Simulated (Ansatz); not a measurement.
A crystal relaxed with r2SCAN in the plane-wave code Ansatz has space group P6_3/mmc (No. 194) and a = 4.544 Å, c = 7.926 Å.

```csv
atom,site,x,y,z
Xx,2a,0.0000,0.0000,0.0000
Te,2c,0.3333,0.6667,0.2500
```

r2SCAN gives an indirect gap of 0.38 eV, from K to Γ; the least direct gap is 0.47 eV at Γ. With HSE06 the valence top lies at K and the conduction bottom at Γ, 0.42 eV higher; the smallest vertical gap, at Γ, is 0.51 eV. PBE gives an indirect gap of 0.06 eV, from K to Γ; the least direct gap is 0.17 eV at Γ. (This is within a few times the smearing of 0.02 eV, so the filling near the edges can be smeared.) Meshes: r2SCAN 6×6×4, HSE06 6×6×2, PBE 6×6×4.

**Question.** Which element is Xx?
A. Sn
B. Si
C. Pb
D. C

**Answer.** C. Xx is Pb: PbTe (NiAs type). Pb is surrounded by 6 Te at 3.29 Å; Te is surrounded by 6 Pb at 3.29 Å.

These are computed values for a spin-unpolarised cell that may be hypothetical; none is a measurement.

Spin-orbit coupling is left out; in compounds of Pb, Bi, Tl or Hg it can lower a gap by up to about 1 eV, split its edges or invert the bands.

Gaps or overlaps of about a tenth of an eV are at the limit of these meshes: between the points read a gap can be smaller or closed.

The meshes of the hybrids are coarse, so their gaps aren't converged to the digits shown.
